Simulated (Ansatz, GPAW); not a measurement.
Pd: 3 runs at one level of theory

```
CELL_PARAMETERS angstrom
2.78367 0.00000 0.00000
-1.39183 2.41072 0.00000
0.00000 0.00000 4.62889
ATOMIC_POSITIONS crystal
Pd 0.33333 0.66667 0.25000
Pd 0.66667 0.33333 0.75000
```

This isn't the form of Pd at room conditions, which is fcc.

Alike in all runs: task band structure; functional PBEsol; k mesh 11 × 11 × 6; occupations fermi-dirac, width 0.05 eV; no spin polarisation; no spin-orbit coupling. Pressure is positive in compression and, in plane waves, holds the error of the finite cutoff, which Ansatz's Pulay term estimates and takes out.

| program and potentials | plane-wave cutoff (eV) | notes | band gap (eV) | pressure (GPa) |
| --- | --- | --- | --- | --- |
| GPAW, PAW data sets generated for this functional | 600 | 16 valence electrons an atom on average | no gap | -9.98 |
| Ansatz, all-electron LAPW, scalar-relativistic | - | - | no gap | -10.39 |
| Ansatz, PAW datasets made for the crystal | 260 | 10 valence electrons an atom on average | no gap | -10.39 |

None finds a gap. The pressure spans -10.39 (Ansatz, all-electron LAPW, scalar-relativistic) to -9.98 GPa (GPAW, PAW data sets generated for this functional), with all-electron results at -10.39. The cell lies far from this level's equilibrium.

The functional is the same throughout but for its coding, so the spread measures potentials, basis and numerics; runs on potential files found faulty are left out.
